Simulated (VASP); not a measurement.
# Cs2AgBiBr6 (Fm-3m) in VASP: a series of runs

One crystal, Cs2AgBiBr6, is run at these levels: LDA; tasks: relaxation of the atoms.

Everything below comes from runs of VASP 6.6.1. Logs are shortened: lines on timing, memory, paths and dates and some standing lists are left out, and cuts for length are marked.

### Step 1. Starting point

Symmetry: Fm-3m, No. 225, cubic system. Conventional cell: a = 11.005 Å, b = 11.005 Å, c = 11.005 Å, α = 90.00°, β = 90.00°, γ = 90.00°. Around Cs (site symmetry -43m) lie 12 Br at 3.89 Å. Ag (site symmetry m-3m) has 6 Br at 2.69 Å as nearest neighbours. Around Bi (site symmetry m-3m) lie 6 Br at 2.81 Å. Around Br (site symmetry 4mm) lie 1 Ag at 2.69 Å and 1 Bi at 2.81 Å.

### Step 2. Relaxation of the atoms, LDA (a relaxed cell with its volume scaled by 0.98)

INCAR

```
PREC = Accurate ; ENCUT = 600
EDIFF = 1E-7 ; ISMEAR = 0
SIGMA = 0.03 ; LREAL = False
LASPH = True ; NELM = 80
ALGO = Fast ; ISIF = 2
LWAVE = False ; LCHARG = False
GGA = CA ; IBRION = 2
NSW = 40 ; EDIFFG = -0.01
KPAR = 2
```

KPOINTS

```
regular mesh
0
Gamma
  4 4 4
```

POSCAR

```
Cs2AgBiBr6                              
1.0
    0.0000000000      5.4656450603      5.4656450603
    5.4656450603      0.0000000000      5.4656450603
    5.4656450603      5.4656450603      0.0000000000
  Cs              Ag              Bi              Br            
     2     1     1     6
Direct
     0.2500000000000000    0.2500000000000000    0.2500000000000000
     0.7500000000000000    0.7500000000000000    0.7500000000000000
     0.5000000000000000    0.5000000000000000    0.5000000000000000
     0.0000000000000000    1.0000000000000000    0.0000000000000000
     0.2554494307185128    0.7445505692814872    0.2554494307185128
     0.2554494307185128    0.7445505692814872    0.7445505692814872
     0.7445505692814872    0.2554494307185128    0.7445505692814872
     0.7445505692814872    0.2554494307185128    0.2554494307185128
     0.2554494307185128    0.2554494307185128    0.7445505692814872
     0.7445505692814872    0.7445505692814872    0.2554494307185128
```

Potentials or basis: VASP PAW LDA potentials, release 64 (Cs_sv, Ag, Bi_d, Br).

Run with:

```bash
$ cat potpaw_LDA.64/Cs_sv/POTCAR potpaw_LDA.64/Ag/POTCAR potpaw_LDA.64/Bi_d/POTCAR potpaw_LDA.64/Br/POTCAR > POTCAR
$ mpirun -np 2 vasp_std > vasp.out
```

OUTCAR:

```text
PREC = Accurate
   ENCUT = 600
   EDIFF = 1E-7
   ISMEAR = 0
   LREAL = False
   LASPH = True
   NELM = 80
   ISIF = 2
   GGA = CA
   IBRION = 2
   NSW = 40
   EDIFFG = -0.01

 ion  position               nearest neighbor table
   1  0.250  0.250  0.250-
   2  0.750  0.750  0.750-
   3  0.500  0.500  0.500-   5 2.67   6 2.67   7 2.67   8 2.67   9 2.67  10 2.67
   4  0.000  0.000  0.000-   5 2.79   6 2.79   7 2.79   8 2.79   9 2.79  10 2.79
   5  0.255  0.745  0.255-   3 2.67   4 2.79
   6  0.255  0.745  0.745-   3 2.67   4 2.79
   7  0.745  0.255  0.745-   3 2.67   4 2.79
   8  0.745  0.255  0.255-   3 2.67   4 2.79
   9  0.255  0.255  0.745-   3 2.67   4 2.79
  10  0.745  0.745  0.255-   3 2.67   4 2.79

  LATTYP: Found a face centered cubic cell.
 ALAT       =    10.9312901206

  Lattice vectors:

 A1 = (   0.0000000000,   5.4656450603,   5.4656450603)
 A2 = (   5.4656450603,   0.0000000000,   5.4656450603)
 A3 = (   5.4656450603,   5.4656450603,   0.0000000000)

Analysis of symmetry for initial positions (statically):
=====================================================================
 Subroutine PRICEL returns:
 Original cell was already a primitive cell.

 Routine SETGRP: Setting up the symmetry group for a
 face centered cubic supercell.

 Subroutine GETGRP returns: Found 48 space group operations
 (whereof 48 operations were pure point group operations)
 out of a pool of 48 trial point group operations.

The static configuration has the point symmetry O_h .

Analysis of symmetry for dynamics (positions and initial velocities):
=====================================================================
 Subroutine PRICEL returns:
 Original cell was already a primitive cell.

 Routine SETGRP: Setting up the symmetry group for a
 face centered cubic supercell.

 Subroutine GETGRP returns: Found 48 space group operations
 (whereof 48 operations were pure point group operations)
 out of a pool of 48 trial point group operations.

The dynamic configuration has the point symmetry O_h .

 Subroutine INISYM returns: Found 48 space group operations
 (whereof 48 operations are pure point group operations),
 and found     1 'primitive' translations

----------------------------------------------------------------------------------------

                                     Primitive cell

  volume of cell :     326.5534

  direct lattice vectors                    reciprocal lattice vectors
     0.000000000  5.465645060  5.465645060    -0.091480510  0.091480510  0.091480510
     5.465645060  0.000000000  5.465645060     0.091480510 -0.091480510  0.091480510
     5.465645060  5.465645060  0.000000000     0.091480510  0.091480510 -0.091480510

  length of vectors
     7.729589371  7.729589371  7.729589371     0.158448892  0.158448892  0.158448892

  position of ions in fractional coordinates (direct lattice)
     0.250000000  0.250000000  0.250000000
     0.750000000  0.750000000  0.750000000
     0.500000000  0.500000000  0.500000000
     0.000000000  0.000000000  0.000000000
     0.255449431  0.744550569  0.255449431
     0.255449431  0.744550569  0.744550569
     0.744550569  0.255449431  0.744550569
     0.744550569  0.255449431  0.255449431
     0.255449431  0.255449431  0.744550569
     0.744550569  0.744550569  0.255449431

  ion indices of the primitive-cell ions
   primitive index   ion index
                 1           1
                 2           2
                 3           3
                 4           4
                 5           5
                 6           6
                 7           7
                 8           8
                 9           9
                10          10

----------------------------------------------------------------------------------------

 KPOINTS: regular mesh

Automatic generation of k-mesh.
 Grid dimensions read from file:
 generate k-points for:    4    4    4

 Generating k-lattice:

  Cartesian coordinates                     Fractional coordinates (reciprocal lattice)
    -0.022870128  0.022870128  0.022870128     0.250000000  0.000000000  0.000000000
     0.022870128 -0.022870128  0.022870128     0.000000000  0.250000000  0.000000000
     0.022870128  0.022870128 -0.022870128     0.000000000  0.000000000  0.250000000

  Length of vectors
     0.039612223  0.039612223  0.039612223

  Shift w.r.t. Gamma in fractional coordinates (k-lattice)
     0.000000000  0.000000000  0.000000000

 Subroutine IBZKPT returns following result:
 ===========================================

 Found      8 irreducible k-points:

 Following reciprocal coordinates:
            Coordinates               Weight
  0.000000  0.000000  0.000000      1.000000
  0.250000  0.000000  0.000000      8.000000
  0.500000  0.000000  0.000000      4.000000
  0.250000  0.250000  0.000000      6.000000
  0.500000  0.250000  0.000000     24.000000
 -0.250000  0.250000  0.000000     12.000000
  0.500000  0.500000  0.000000      3.000000
 -0.250000  0.500000  0.250000      6.000000
   k-points           NKPTS =      8   k-points in BZ     NKDIM =      8   number of bands    NBANDS=     51
   number of dos      NEDOS =    301   number of ions     NIONS =     10
   total plane-waves  NPLWV = 262144
   dimension x,y,z NGX =    64 NGY =   64 NGZ =   64
   dimension x,y,z NGXF=   128 NGYF=  128 NGZF=  128
   ions per type =               2   1   1   6
   NGX,Y,Z   is equivalent  to a cutoff of  13.76, 13.76, 13.76 a.u.
   NGXF,Y,Z  is equivalent  to a cutoff of  27.53, 27.53, 27.53 a.u.
 SYSTEM =  unknown system
   PREC   = accura    normal or accurate (medium, high low for compatibility)
   ISTART =      0    job   : 0-new  1-cont  2-samecut
   ICHARG =      2    charge: 1-file 2-atom 10-const
   ISPIN  =      1    spin polarized calculation?
   LNONCOLLINEAR =      F non collinear calculations
   LSORBIT =      F    spin-orbit coupling
   LASPH  =      T    aspherical Exc in radial PAW
   ENCUT  =  600.0 eV  44.10 Ry    6.64 a.u.  15.44 15.44 15.44*2*pi/ulx,y,z
   NELM   =     80;   NELMIN=  2; NELMDL= -5     # of ELM steps
   EDIFF  = 0.1E-06   stopping-criterion for ELM
   LREAL  =      F    real-space projection
   EDIFFG = -.1E-01   stopping-criterion for IOM
   NSW    =     40    number of steps for IOM
   IBRION =      2    ionic relax: 0-MD 1-quasi-New 2-CG
   NFREE  =      1    steps in history (QN), initial steepest desc. (CG)
   ISIF   =      2    stress and relaxation
   ISYM   =      2    0-nonsym 1-usesym 2-fastsym
   POTIM  = 0.5000    time-step for ionic-motion
   TEBEG  =    0.0;   TEEND  =   0.0 temperature during run
   PSTRESS=    0.0 pullay stress
   NELECT =      86.0000    total number of electrons
   NUPDOWN=      -1.0000    fix difference up-down
   EMIN   =  10.00;   EMAX   =-10.00  energy-range for DOS
   EFERMI =   0.00;   METHOD = LEGACY
   ISMEAR =     0;   SIGMA  =   0.03  broadening in eV -4-tet -1-fermi 0-gaus
   EFERMI_NEDOS =   21; number of points for ismear=-14 and -15
   IALGO  =     68    algorithm
   IMIX   =      4    mixing-type and parameters
     AMIX     =   0.40;   BMIX     =  1.00
     AMIX_MAG =   1.60;   BMIX_MAG =  1.00
  volume/ion in A,a.u.               =      32.66       220.37
  Fermi-wavevector in a.u.,A,eV,Ry     =   1.049356  1.982995 14.982031  1.101148
  Thomas-Fermi vector in A             =   2.184315
   LORBIT       =      0    0 simple, 1 ext, 2 COOP (PROOUT), +10 PAW based schemes
   GGA     = CA    functional components
   LHFCALC =     F    Hartree Fock is set to
   AEXX    =    0.0000 exact exchange contribution
   IVDW    =     0    specifies the selected vdW correction
   LEPSILON=     F    determine dielectric tensor
   LRPA    =     F    only Hartree local field effects (RPA)
 conjugate gradient relaxation of ions
 non-spin polarized calculation
 RMM-DIIS sequential band-by-band and
 Gauss-broadening in eV      SIGMA  =   0.03
  energy-cutoff  :      600.00
  volume of cell :      326.55
 maximum number of plane-waves:     10969
 NGX is ok and might be reduce to    64
   NGX = 31   NGY = 31   NGZ = 31

--------------------------------------- Ionic step        1  -------------------------------------------

 number of electron      86.0000000 magnetization

 Free energy of the ion-electron system (eV)
  ---------------------------------------------------
  ext. energy  EPLUGINS =         0.00000000
  ---------------------------------------------------
  free energy    TOTEN  =       -34.31613557 eV

  energy without entropy =      -34.31613557  energy(sigma->0) =      -34.31613557

------------------------ aborting loop because EDIFF is reached ----------------------------------------

  FORCE on cell =-STRESS in cart. coord.  units (eV):
  Direction    XX          YY          ZZ          XY          YZ          ZX
  --------------------------------------------------------------------------------------
  -------------------------------------------------------------------------------------
  Total        1.4776439      1.4776439      1.4776439     -0.0000000     -0.0000000      0.0000000
  in kB        7.2498013      7.2498013      7.2498013     -0.0000000     -0.0000000      0.0000000
  external PRESSURE =       7.2498013 kB  Pullay stress =       0.0000000 kB

 VOLUME and BASIS-vectors are now :
 -----------------------------------------------------------------------------
  energy-cutoff  :      600.00
  volume of cell :      326.55
      direct lattice vectors                 reciprocal lattice vectors
     0.000000000  5.465645060  5.465645060    -0.091480510  0.091480510  0.091480510
     5.465645060  0.000000000  5.465645060     0.091480510 -0.091480510  0.091480510
     5.465645060  5.465645060  0.000000000     0.091480510  0.091480510 -0.091480510
[... 46 lines left out ...]
 -----------------------------------------------------------------------------------
      2.73282      2.73282      2.73282         0.000000      0.000000      0.000000
      8.19847      8.19847      8.19847         0.000000     -0.000000      0.000000
      5.46565      5.46565      5.46565         0.000000      0.000000      0.000000
      5.46565      0.00000      5.46565         0.000000      0.000000      0.000000
      5.46565      2.79459      5.46565         0.000000      0.021024      0.000000
      8.13670      5.46565      5.46565        -0.021024      0.000000      0.000000
      5.46565      8.13670      5.46565         0.000000     -0.021024      0.000000
      2.79459      5.46565      5.46565         0.021024      0.000000      0.000000
      5.46565      5.46565      2.79459         0.000000      0.000000      0.021024
      5.46565      5.46565      8.13670         0.000000      0.000000     -0.021024
 -----------------------------------------------------------------------------------
    total drift:                               -0.000000      0.000000      0.000000

  FREE ENERGIE OF THE ION-ELECTRON SYSTEM (eV)
  ---------------------------------------------------
  free  energy   TOTEN  =       -34.3165779399 eV

  energy  without entropy=      -34.3165779399  energy(sigma->0) =      -34.31657794

--------------------------------------- Ionic step        3  -------------------------------------------

 number of electron      86.0000001 magnetization

 Free energy of the ion-electron system (eV)
  ---------------------------------------------------
  ext. energy  EPLUGINS =         0.00000000
  ---------------------------------------------------
  free energy    TOTEN  =       -34.31669737 eV

  energy without entropy =      -34.31669737  energy(sigma->0) =      -34.31669737

 E-fermi :   2.3553     XC(G=0):  -8.9230

 val. band max:        2.2005013834   @ k =   0.5000   0.5000   0.0000
 cond. band min:       3.1169975776   @ k =   0.5000   0.0000   0.0000
 fundamental gap:      0.9164961942
 Fermi energy:         2.3553275429

 k-point     1 :       0.0000    0.0000    0.0000
  band No.  band energies     occupation
      1     -21.0896      2.00000
      2     -21.0896      2.00000
      3     -21.0322      2.00000
      4     -21.0322      2.00000
      5     -21.0322      2.00000
      6     -18.7282      2.00000
[... 443 lines left out ...]
 POSITION                                       TOTAL-FORCE (eV/Angst)
 -----------------------------------------------------------------------------------
      2.73282      2.73282      2.73282         0.000000     -0.000000      0.000000
      8.19847      8.19847      8.19847         0.000000      0.000000      0.000000
      5.46565      5.46565      5.46565         0.000000     -0.000000      0.000000
      0.00000      0.00000      0.00000         0.000000     -0.000000      0.000000
      5.46565      2.79636      5.46565         0.000000      0.001307      0.000000
      8.13493      5.46565      5.46565        -0.001307     -0.000000      0.000000
      5.46565      8.13493      5.46565         0.000000     -0.001307      0.000000
      2.79636      5.46565      5.46565         0.001307     -0.000000      0.000000
      5.46565      5.46565      2.79636         0.000000     -0.000000      0.001307
      5.46565      5.46565      8.13493         0.000000     -0.000000     -0.001307
 -----------------------------------------------------------------------------------
    total drift:                               -0.000000     -0.000000      0.000000

  FREE ENERGIE OF THE ION-ELECTRON SYSTEM (eV)
  ---------------------------------------------------
  free  energy   TOTEN  =       -34.3166973730 eV

  energy  without entropy=      -34.3166973730  energy(sigma->0) =      -34.31669737

 reached required accuracy - stopping structural energy minimisation
```

It took 2.5 min on 2 MPI ranks of Intel Xeon 6975P-C (Granite Rapids), shared host; peak memory 0.53 GiB.

What came out:

| Quantity | Value |
| --- | --- |
| Free energy | -34.3167 eV |
| Energy gained by relaxing | 0.1 meV/atom |
| Ionic steps | 3 |
| Pressure after relaxing | 0.7 GPa |
| Band gap on the k mesh | 0.92 eV, indirect (least direct gap 2.29 eV) |

Step by step:
| step | energy change (eV) | largest force (eV/Å) | pressure (GPa) |
| --- | --- | --- | --- |
| 1 | 0.0000 | 0.0456 | 0.72 |
| 2 | -0.0004 | 0.0210 | 0.71 |
| 3 | -0.0006 | 0.0013 | 0.70 |

Final structure:
```yaml
crystal:
  lattice:
    - [0.00000, 5.46565, 5.46565]
    - [5.46565, 0.00000, 5.46565]
    - [5.46565, 5.46565, 0.00000]
  atoms:
    - { symbol: Cs, position: [0.25000, 0.25000, 0.25000] }
    - { symbol: Cs, position: [0.75000, 0.75000, 0.75000] }
    - { symbol: Ag, position: [0.50000, 0.50000, 0.50000] }
    - { symbol: Bi, position: [0.00000, 0.00000, 0.00000] }
    - { symbol: Br, position: [0.25581, 0.74419, 0.25581] }
    - { symbol: Br, position: [0.25581, 0.74419, 0.74419] }
    - { symbol: Br, position: [0.74419, 0.25581, 0.74419] }
    - { symbol: Br, position: [0.74419, 0.25581, 0.25581] }
    - { symbol: Br, position: [0.25581, 0.25581, 0.74419] }
    - { symbol: Br, position: [0.74419, 0.74419, 0.25581] }
```

Levels at points of the mesh, in eV from the valence-band top:
```csv
k point,band 40,band 41,band 42,band 43,band 44,band 45,band 46,band 47
"(0.00, 0.00, 0.00)",-1.50,-1.50,-0.72,-0.72,1.83,1.83,1.83,3.14
"(0.50, 0.00, 0.00)",-1.87,-1.78,-1.47,-1.47,0.92,3.53,3.53,4.52
"(0.50, 0.50, 0.00)",-1.93,-1.52,-0.73,0.00,2.44,2.44,2.86,4.62
```

Caveat: spin-orbit coupling is left out, which as a rule narrows the gap of such compounds by several tenths of an eV. A k mesh can miss the band edges.

(Continued in part 2 of 2.)
